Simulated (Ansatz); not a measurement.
## EuO: reading a single point

```xyz
2
Lattice="0.0000 2.6092 2.6092 2.6092 0.0000 2.6092 2.6092 2.6092 0.0000" Properties=species:S:1:pos:R:3 pbc="T T T"
Eu    0.0000    0.0000    0.0000
O     2.6092    2.6092    2.6092
```

Level: LDA, spin-orbit coupling; 420 eV; 8×8×8 Γ-centred mesh; cold occupations (width 0.0508 eV); Ansatz 0.2.0, fixed geometry.

Magnetic state (reached from a saved solution, and it need not be the lowest): Eu1 along (0.00, 0.71, 0.71).

Task: What is the formation energy?

Result: -3.05 eV an atom against the elements' usual phases (free molecules for gases, crystals otherwise, with no correction for O₂ or N₂), so it is bound against them; other compounds may still compete. Relaxing would lower it.

Task: How large are the moments?

Result: Eu1 6.86 μB of spin moment in Bader basins; net size 6.90 μB a cell.

Task: Is the cell too large or too small?

Result: The pressure is -15.6 GPa (compression positive), so with the atoms held at these fractions the cell would first shrink.

Task: What happens at the Fermi level?

Result: It is a metal, with about 4.7 states/eV a cell as the mean within 0.25 eV of the Fermi level, mostly Eu f (93 %).

Origin: a database entry at a rescaled volume. Caveats: semilocal functionals often miss the gap of such magnets; atoms or cell far from equilibrium; the SCF threshold is loose for a stress; f shells without a U or exact exchange are poorly placed.
